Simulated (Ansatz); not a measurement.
# Ag(111) with 4 layers of random Ag-Ru, 2x2: scattering by chemical disorder, part 2 of 2

Aim: the residual resistivity of a random alloy, from Ag(111) with 4 layers of random Ag-Ru, 2x2 and longer regions.

Ansatz 0.2.0; Ansatz plane-wave DFT, PBE, PAW files; ballistic transport by layer matching (Landauer), zero bias; PAW set soft_1.

So far. Step 3 (With 8 alloy layers): Over the solved energies the transmission per spin lies between 0.726 and 0.845, out of 3.27 channels of the lead on average (up to 3.33). The log calls the step of a lead's potential too much.

## Step 4: With 12 alloy layers

In 12 layers a share of 0.5 of the sites is given to Ru at random. A fresh draw is used; the growth of the resistance with length is what counts.

System of this step: Ag(111) with 12 layers of random Ag-Ru, 2x2. The cell holds 72 atoms: 48 Ag and 24 Ru. Cell: a = 5.779 Å, b = 5.779 Å, c = 42.465 Å, α = 90.0°, β = 90.0°, γ = 120.0°. It derives from Ag. Regions: lead, 24 atoms (24 Ag); scattering region, 48 atoms (24 Ru and 24 Ag). The structure is stacked along c, and the current runs across the ab planes.

Input file input.yaml:

```yaml
crystal:
  lattice:
    - [5.7787594586, 0.0, 0.0]
    - [-2.8893797293, 5.0045524935, 0.0]
    - [0.0, 0.0, 42.4650360593]
  atoms:
    - { symbol: Ag, position: [0.0, 0.0, 0.0277777778] }
    - { symbol: Ag, position: [0.0, 0.5, 0.0277777778] }
    - { symbol: Ag, position: [0.5, 0.0, 0.0277777778] }
    - { symbol: Ag, position: [0.5, 0.5, 0.0277777778] }
    - { symbol: Ag, position: [0.1666666667, 0.3333333333, 0.0833333333] }
    - { symbol: Ag, position: [0.1666666667, 0.8333333333, 0.0833333333] }
    - { symbol: Ag, position: [0.6666666667, 0.3333333333, 0.0833333333] }
    - { symbol: Ag, position: [0.6666666667, 0.8333333333, 0.0833333333] }
    - { symbol: Ag, position: [0.3333333333, 0.1666666667, 0.1388888889] }
    - { symbol: Ag, position: [0.3333333333, 0.6666666667, 0.1388888889] }
    - { symbol: Ag, position: [0.8333333333, 0.1666666667, 0.1388888889] }
    - { symbol: Ag, position: [0.8333333333, 0.6666666667, 0.1388888889] }
    - { symbol: Ru, position: [0.0, 0.0, 0.1944444444] }
    - { symbol: Ag, position: [0.0, 0.5, 0.1944444444] }
    - { symbol: Ru, position: [0.5, 0.0, 0.1944444444] }
    - { symbol: Ru, position: [0.5, 0.5, 0.1944444444] }
    - { symbol: Ru, position: [0.1666666667, 0.3333333333, 0.25] }
    - { symbol: Ag, position: [0.1666666667, 0.8333333333, 0.25] }
    - { symbol: Ru, position: [0.6666666667, 0.3333333333, 0.25] }
    - { symbol: Ag, position: [0.6666666667, 0.8333333333, 0.25] }
    - { symbol: Ag, position: [0.3333333333, 0.1666666667, 0.3055555556] }
    - { symbol: Ag, position: [0.3333333333, 0.6666666667, 0.3055555556] }
    - { symbol: Ag, position: [0.8333333333, 0.1666666667, 0.3055555556] }
    - { symbol: Ag, position: [0.8333333333, 0.6666666667, 0.3055555556] }
    - { symbol: Ru, position: [0.0, 0.0, 0.3611111111] }
    - { symbol: Ru, position: [0.0, 0.5, 0.3611111111] }
    - { symbol: Ag, position: [0.5, 0.0, 0.3611111111] }
    - { symbol: Ag, position: [0.5, 0.5, 0.3611111111] }
    - { symbol: Ru, position: [0.1666666667, 0.3333333333, 0.4166666667] }
    - { symbol: Ru, position: [0.1666666667, 0.8333333333, 0.4166666667] }
    - { symbol: Ag, position: [0.6666666667, 0.3333333333, 0.4166666667] }
    - { symbol: Ag, position: [0.6666666667, 0.8333333333, 0.4166666667] }
    - { symbol: Ru, position: [0.3333333333, 0.1666666667, 0.4722222222] }
    - { symbol: Ru, position: [0.3333333333, 0.6666666667, 0.4722222222] }
    - { symbol: Ru, position: [0.8333333333, 0.1666666667, 0.4722222222] }
    - { symbol: Ru, position: [0.8333333333, 0.6666666667, 0.4722222222] }
    - { symbol: Ag, position: [0.0, 0.0, 0.5277777778] }
    - { symbol: Ru, position: [0.0, 0.5, 0.5277777778] }
    - { symbol: Ag, position: [0.5, 0.0, 0.5277777778] }
    - { symbol: Ru, position: [0.5, 0.5, 0.5277777778] }
    - { symbol: Ru, position: [0.1666666667, 0.3333333333, 0.5833333333] }
    - { symbol: Ru, position: [0.1666666667, 0.8333333333, 0.5833333333] }
    - { symbol: Ru, position: [0.6666666667, 0.3333333333, 0.5833333333] }
    - { symbol: Ag, position: [0.6666666667, 0.8333333333, 0.5833333333] }
    - { symbol: Ag, position: [0.3333333333, 0.1666666667, 0.6388888889] }
    - { symbol: Ag, position: [0.3333333333, 0.6666666667, 0.6388888889] }
    - { symbol: Ag, position: [0.8333333333, 0.1666666667, 0.6388888889] }
    - { symbol: Ru, position: [0.8333333333, 0.6666666667, 0.6388888889] }
    - { symbol: Ag, position: [0.0, 0.0, 0.6944444444] }
    - { symbol: Ag, position: [0.0, 0.5, 0.6944444444] }
    - { symbol: Ag, position: [0.5, 0.0, 0.6944444444] }
    - { symbol: Ag, position: [0.5, 0.5, 0.6944444444] }
    - { symbol: Ag, position: [0.1666666667, 0.3333333333, 0.75] }
    - { symbol: Ru, position: [0.1666666667, 0.8333333333, 0.75] }
    - { symbol: Ru, position: [0.6666666667, 0.3333333333, 0.75] }
    - { symbol: Ru, position: [0.6666666667, 0.8333333333, 0.75] }
    - { symbol: Ag, position: [0.3333333333, 0.1666666667, 0.8055555556] }
    - { symbol: Ag, position: [0.3333333333, 0.6666666667, 0.8055555556] }
    - { symbol: Ru, position: [0.8333333333, 0.1666666667, 0.8055555556] }
    - { symbol: Ru, position: [0.8333333333, 0.6666666667, 0.8055555556] }
    - { symbol: Ag, position: [0.0, 0.0, 0.8611111111] }
    - { symbol: Ag, position: [0.0, 0.5, 0.8611111111] }
    - { symbol: Ag, position: [0.5, 0.0, 0.8611111111] }
    - { symbol: Ag, position: [0.5, 0.5, 0.8611111111] }
    - { symbol: Ag, position: [0.1666666667, 0.3333333333, 0.9166666667] }
    - { symbol: Ag, position: [0.1666666667, 0.8333333333, 0.9166666667] }
    - { symbol: Ag, position: [0.6666666667, 0.3333333333, 0.9166666667] }
    - { symbol: Ag, position: [0.6666666667, 0.8333333333, 0.9166666667] }
    - { symbol: Ag, position: [0.3333333333, 0.1666666667, 0.9722222222] }
    - { symbol: Ag, position: [0.3333333333, 0.6666666667, 0.9722222222] }
    - { symbol: Ag, position: [0.8333333333, 0.1666666667, 0.9722222222] }
    - { symbol: Ag, position: [0.8333333333, 0.6666666667, 0.9722222222] }
kpoints:
  mp_grid: { grid: [4, 4, 1] }
hamiltonian:
  xc: pbe
  pseudopotentials: { kind: paw, azcp: { folder: soft_1 } }
scf:
  occupations: { method: fermi_dirac, width: 0.1 }
output:
  transmission: { leads: [[0, 4]], kmesh: [8, 8], e_range: [-0.05, 0.05], de: 0.05 }
  write_potential: true
  write_density: true
  volumetric_format: npy
```

On the command line:

```
> ansatz run input.yaml --threads 4 --pin off --max-ram 15360MiB --backend cpu --events-out ev --progress --plain --runs-dir out
```

Numbers of over 12 decimals in the logs are rounded to 6 here.

What it wrote:

```text
[...]
Crystal: 72 atoms, lattice volume = 1228.093 Å³
Basis set: ecut = 420 eV, 24081 PW (Γ)
Bands: 778, of which v1, the nominal top of the filled ones, is band 648 counted from 1 (647 counted from 0)
Symmetry: 1 space group operations
[...]
k-points: 10 of 16 (time reversal used)
[...]
SCF iter   1: F=—  HF=-505446.180548 eV  |F-HF|=—  |Δ(HF+E_count)|=         —  Δρ=1.07e-1  dr2=4.40e2  ethr=3.10e-3  ⟨swp⟩=4.0  Hψ=22608  notcnv=0  defer=286
[...]
SCF iter  13: F=-505408.957324 eV  HF=-505408.957324 eV  |F-HF|=4.04e-8  |Δ(HF+E_count)|=   1.30e-8  Δρ=1.08e-6  dr2=4.34e-8  ethr=7.72e-12  ⟨swp⟩=7.2  Hψ=26014  notcnv=0
SCF 1 converged in 13 iterations: F = -505408.957324 eV  dr2 = 4.34e-8
[...]
transmission: 228 of 2278 steps passed
transmission: 456 of 2278 steps passed
[...]
transmission: 2278 of 2278 steps passed
SCF converged after 13 iterations
Free energy (F): -505408.957324 eV
[...]
Internal energy: -505406.395748 eV  (E = F + TS)
E sigma→0 (E₀):  -505407.676536 eV
Entropy (-TS):   -2.561576 eV (-35.577 meV/atom)
Fermi energy:    17.169502 eV
[...]
--- Band table (eV; the first three rows and the last of 10) ---
  k-point 0: bands = [... 644 lower, 17.5053, 17.5297, 17.5365, 17.5494, 17.5594, 17.5790, 17.6198, 17.6233, ... 126 higher]
  k-point 1: bands = [... 644 lower, 17.1791, 17.2126, 17.2552, 17.2708, 17.2957, 17.3192, 17.3421, 17.3563, ... 126 higher]
  k-point 2: bands = [... 644 lower, 16.9255, 16.9333, 16.9921, 17.0013, 17.0100, 17.0399, 17.0437, 17.1029, ... 126 higher]
  k-point 9: bands = [... 644 lower, 16.9080, 16.9371, 16.9767, 16.9857, 17.0163, 17.0178, 17.0749, 17.0868, ... 126 higher]
--- Transmission ---
  basis      : 253 plane waves across, 67 finite elements along
  points     : 34, standing for a mesh of 8 x 8
[...]
channels       : 3.234375e0 a spin
[...]
junction   : crystal 0 to crystal 0, 0.70 to 40.80 Å
    transmission   : 6.755020e-1 a spin
[...]
```

Wall time 23 min (4 threads of Arm Neoverse V1, shared host); peak memory 7.7 GiB.

Numbers from this step:

```
free energy                                   : -505408.9573 eV
energy at zero smearing                       : -505407.6765 eV
Fermi energy                                  : 17.17 eV
transmission per spin nearest the Fermi level : 0.6755
step of the lead's potential                  : 35.5 meV
```

Per spin. Table of transmission, zone mean by energy, zero at the Fermi level:

| energy (eV) | transmission, zone mean |
| --- | --- |
| -0.0500 | 0.768 |
| 0.0000 | 0.676 |
| 0.0500 | 0.694 |

Over the solved energies the transmission per spin lies between 0.676 and 0.768, out of 3.27 channels of the lead on average (up to 3.33). The log calls the step of a lead's potential too much.

## Step 5: The fit

This step: Ansatz plane-wave DFT, PBE, PAW files; ballistic transport by layer matching (Landauer), zero bias; residual resistivity from the slope of the area resistance, atoms on the host's lattice; PAW set soft_1 (Ansatz 0.2.0).

Numbers from this step:

| Property | Result |
| --- | --- |
| resistivity | 127.9 µΩ cm |
| intercept | 0.7290 fΩ m² |
| scatter about the fit | 0.3591 fΩ m² |

Resistance, by row:

| run | length (Å) | T | channels N | RA (fΩ m²) |
| --- | --- | --- | --- | --- |
| n4 | 9.437 | 1.321 | 3.266 | 1.682 |
| n8 | 18.87 | 0.7786 | 3.266 | 3.651 |
| n12 | 28.31 | 0.7124 | 3.266 | 4.096 |

Table of area resistance by length of the alloy:

| length of the alloy (Å) | area resistance (fΩ m²) |
| --- | --- |
| 9.44 | 1.68 |
| 18.87 | 3.65 |
| 28.31 | 4.10 |

The area resistance goes from 1.7 to 4.1 fΩ m² between 9.4 and 28.3 Å, a slope of 128 µΩ cm.

By hand from the end points: (4.096 − 1.682) fΩ m² / (28.31 − 9.44) Å = 128 µΩ cm, since 1 fΩ m² per Å is 1000 µΩ cm.

## Step 6: Outcome

```
resistivity from the slope  : 128 µΩ cm
area resistance over 9.44 Å : 1.68 fΩ m²
area resistance over 18.9 Å : 3.65 fΩ m²
area resistance over 28.3 Å : 4.10 fΩ m²
```

What this shows: The slope gives 128 µΩ cm. The points scatter by 0.36 fΩ m² about the line, with one random draw a length in a 2x2 cell, so the slope is a rough value. Read with a model of isotropic scattering on a spherical Fermi surface and the lead's 0.87×10¹⁵ S/m², this slope means a mean free path near 6.7 Å (a rough figure, since the alloy's own channel count differs); over these lengths the model's slope is within 3 % of its bulk resistivity. The atoms sit on the host's lattice, so scattering by size misfit is left out. With 50 % of Ru, whose own structure is another, this is a hypothetical phase. A lead's potential steps by up to 41 meV from period to period, which the log calls too much, so longer leads could move the result.

[Logs are printed without paths, hosts, clocks, repeated set-up lines and the standing remarks that a program may print on its own settings, such as how far it seeks lower states.]

[Hosts, paths, dates, database ids (printed as entryN), source tags and the programs' standing remarks are cut or masked in the printed files.]
